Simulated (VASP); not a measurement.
Crystal: BN.

```
CELL_PARAMETERS angstrom
2.50626 0.00000 0.00000
-1.25313 2.17049 0.00000
0.00000 0.00000 6.58425
ATOMIC_POSITIONS crystal
B 0.33333 0.66667 0.25000
B 0.66667 0.33333 0.75000
N 0.33333 0.66667 0.75000
N 0.66667 0.33333 0.25000
```

```yaml
Program: VASP 6.6.1
Task: relaxation of cell and atoms
Functional: HSE06
Potentials_or_basis: VASP PAW PBE potentials, release 64 (B, N)
Cutoff: 520 eV
k_mesh: 9 × 9 × 3
Occupations: gaussian, width 0.03 eV
Spin: no spin polarisation
```

At the start: pressure -2.1 GPa; volume 8.95 Å³/atom.

Question: How do energy, volume and symmetry change on relaxing?

Answer: Over 11 steps the energy falls by 6.4 meV/atom and the volume is 9.58 Å³/atom (+7.0 %); space group P6_3/mmc (No. 194, to 0.05 Å).

Step by step:
```csv
step,energy change (eV),largest force (eV/Å),pressure (GPa),volume (Å³)
1,0.0000,0.0000,-2.06,35.82
2,0.0085,0.0000,6.93,35.22
3,-0.0051,0.0000,1.25,35.59
4,-0.0084,0.0000,1.12,35.83
5,-0.0166,0.0000,0.70,36.54
6,-0.0251,0.0000,-0.06,37.96
7,-0.0117,0.0000,-1.62,40.81
8,-0.0257,0.0000,-0.40,38.52
9,-0.0257,0.0000,-0.31,38.35
10,-0.0232,0.0000,2.27,38.21
11,-0.0257,0.0000,0.02,38.34
```

Final structure:
```
B N
1.0
     2.49628    0.00000    0.00000
    -1.24814    2.16184    0.00000
     0.00000    0.00000    7.10369
B N
2 2
Direct
  0.33333 0.66667 0.25000
  0.66667 0.33333 0.75000
  0.33333 0.66667 0.75000
  0.66667 0.33333 0.25000
```

Caveat: the PAW data sets were made with another functional, which shifts forces and pressure a little; this functional lacks dispersion, which binds the layers, so the pressure and a relaxed spacing across them are unreliable.
